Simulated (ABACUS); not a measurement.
Crystal: Er.

```xyz
2
Lattice="3.5588 0.0000 0.0000 -1.7794 3.0820 0.0000 0.0000 0.0000 5.5874" Properties=species:S:1:pos:R:3 pbc="T T T"
Er    1.7794    1.0273    4.1905
Er    0.0000    2.0547    1.3968
```

- Program: ABACUS 3.10.1
- Task: single point
- Functional: PBE
- Potentials or basis: PseudoDojo NC SR 0.4.1 PBE standard, lanthanides 3+ (f in core)
- Cutoff: 776 eV
- Density cutoff: 3102 eV
- Basis: plane waves
- k mesh: 9 × 9 × 5
- Occupations: fermi-dirac, width 0.05 eV
- Spin: collinear spin, ferromagnetic start
- Starting moments: [1.0, 1.0] μB

On this cell: largest force under 0.003 eV/Å; net moment 0.01 μB per cell; band gap on the k mesh none (metal or under the smearing width).

The same run follows on a disturbed copy (atoms moved at random, drawn with an rms of 0.05 Å):

```
Er
1.0
     3.55880    0.00000    0.00000
    -1.77940    3.08201    0.00000
     0.00000    0.00000    5.58740
Er
2
Direct
  0.67006 0.34410 0.75289
  0.33520 0.66240 0.25274
```

Question: What does the disturbed cell give?

Answer: The energy (extrapolated to zero smearing) moves by +1.0 meV/atom; largest force 0.075 eV/Å; net moment 0.01 μB per cell; band gap on the k mesh none (metal or under the smearing width).

Forces on the atoms (eV/Å):
```
Er   0.033 -0.067 -0.003
Er  -0.033  0.067  0.003
```

Caveats: the magnetic or orbital state may not be the lowest; all typed moments are zero, and the program then starts from 1 μB on every atom; spin-orbit coupling is left out, which moves the levels of the heavy elements; the 4f electrons are frozen in the core as for a trivalent ion, so they carry no moment and show no levels.
